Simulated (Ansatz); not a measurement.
**LAPW volumes and bulk moduli in simple lattices**

All-electron LAPW (Ansatz 0.2.0), scalar-relativistic, no spin, Fermi–Dirac smearing 0.136 eV, k-meshes of 8 to 18 points an axis; Birch–Murnaghan fits to pressures. Some or most of these lattices are hypothetical for the element, and V0 is the minimum nearest the starting volume; lattices without a usable fit are left out; mesh and smearing are coarse, and magnetic elements are treated as non-magnetic.

| element | lattice | functional | V0 (Å³/atom) | B0 (GPa) | B′ | k-points per axis |
| --- | --- | --- | --- | --- | --- | --- |
| Sm | bcc | LDA | 17.15 | 53 | 9.8 | 14 |
| Sm | bcc | PBEsol | 19.07 | 21 | 11.6 | 14 |
| Sm | diamond | LDA | 19.58 | 152 | 5.5 | 9 |
| Sm | diamond | PBEsol | 20.04 | 138 | 5.7 | 9 |
| Sm | fcc | LDA | 19.57 | 38 | 5.5 | 13 |
| Sm | fcc | PBE | 27.31 | 14.9 | 2.7 | 12 |
| Sm | sc | LDA | 15.71 | 148 | 7.2 | 13 |
| Sm | sc | PBE | 17.89 | 70 | 8.5 | 12 |
| Sm | sc | PBEsol | 16.26 | 121 | 6.5 | 13 |

Give V0 and B0 for fcc Sm in PBEsol.

21.63 Å³/atom and 24.6 GPa.

Give V0 and B0 for diamond Sm in PBE.

21.20 Å³/atom and 110.2 GPa.
